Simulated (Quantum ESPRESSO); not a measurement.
A run of Quantum ESPRESSO 7.5 is set up as follows.

Contents of pw.in:

```
&CONTROL
  calculation = 'scf'
  prefix = 'pwscf'
  outdir = './tmp'
  pseudo_dir = './pseudo'
  tprnfor = .true.
  tstress = .true.
  disk_io = 'nowf'
/
&SYSTEM
  ibrav = 0
  nat = 2
  ntyp = 2
  ecutwfc = 55
  ecutrho = 440
  nbnd = 20
  occupations = 'smearing'
  smearing = 'fd'
  degauss = 0.00367493
/
&ELECTRONS
  conv_thr = 4d-10
  electron_maxstep = 120
  mixing_beta = 0.5
/
ATOMIC_SPECIES
Zn    65.3800 Zn_pbe_v1.uspp.F.UPF
S     32.0600 s_pbe_v1.4.uspp.F.UPF
CELL_PARAMETERS angstrom
   0.0000000000    2.7020000000    2.7020000000
   2.7020000000    0.0000000000    2.7020000000
   2.7020000000    2.7020000000    0.0000000000
ATOMIC_POSITIONS crystal
Zn     0.7500000000    0.7500000000    0.7500000000
S      0.0000000000    0.0000000000    0.0000000000
K_POINTS automatic
9 9 9 0 0 0
```

Potentials or basis: SSSP 1.3 efficiency PBE.

The run is started by

```sh
$ OMP_NUM_THREADS=1 pw.x -in pw.in > pw.out
```

(1) Predict the pressure.

(2) What does it give for the band gap on the k mesh?

## Answers

(1) 1.7 GPa.

(2) 2.11 eV, direct.

**Measured values to compare with.**

“Electronic, vibrational, and thermodynamic properties of ZnS (zincblende and rocksalt structure)”, 2009, arxiv:0911.5022 quotes, for a bulk crystal of ZnS at 19 K: band gap 3.85 eV (direct).

Measured gap of ZnS: 3.85 eV (direct; 19 K; quoted in “Electronic, vibrational, and thermodynamic properties of ZnS (zincblende and rocksalt structure)”, 2009, arxiv:0911.5022). This calculation gives 2.11 eV (-1.74 eV). The value is that of PBE, without temperature or zero-point motion. Semilocal functionals fall short of measured gaps as a rule.
